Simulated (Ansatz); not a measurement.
Take ZrO2 (space group P2_1/c, No. 14) as the base.

```xyz
12
Lattice="5.1893 0.0000 0.0000 0.0000 5.2418 0.0000 -0.9034 0.0000 5.3026" Properties=species:S:1:pos:R:3 pbc="T T T"
Zr     1.2409     0.2298     1.1144
Zr     3.4967     2.8507     1.5369
Zr     3.0450     5.0120     4.1882
Zr     0.7892     2.3911     3.7657
O      0.0203     1.7095     1.8571
O      4.7173     4.3304     0.7943
O      4.2656     3.5323     3.4456
O     -0.4314     0.9114     4.5084
O      1.9114     3.9667     2.5202
O      2.8261     1.3458     0.1311
O      2.3744     1.2751     2.7824
O      1.4597     3.8960     5.1715
```

Cartesian axes are those of the cell as printed.

The values are results of PBE (Ansatz, a program for electronic structure; PAW; 420 eV plane waves; scalar-relativistic without spin-orbit coupling), earlier PAW set, not measurements.

It is then changed as follows: the cell is stretched by 2.93 % along x with no lateral relaxation; the atoms relax in the strained cell.

Task: Predict the stress tensor and what it implies for the stiffness.

Result: Stress of the strained cell less that of the base (GPa, compression positive):
```
  -8.83    0.00   -1.11
   0.00   -3.83    0.00
  -1.11    0.00   -2.79
```

Then −Δσ_ii/ε with ε = 0.0293 gives secant stiffness values (nonlinear terms included at this strain): C11 ≈ 301 GPa, C12 ≈ 131 GPa and C13 ≈ 95 GPa.

As a check, the harmonic strain energy −½ V₀ Δσ:ε is 9.7 meV/atom; the computed energy rise is 9.8 meV/atom.

Whether these cells are dynamically stable was not tested.
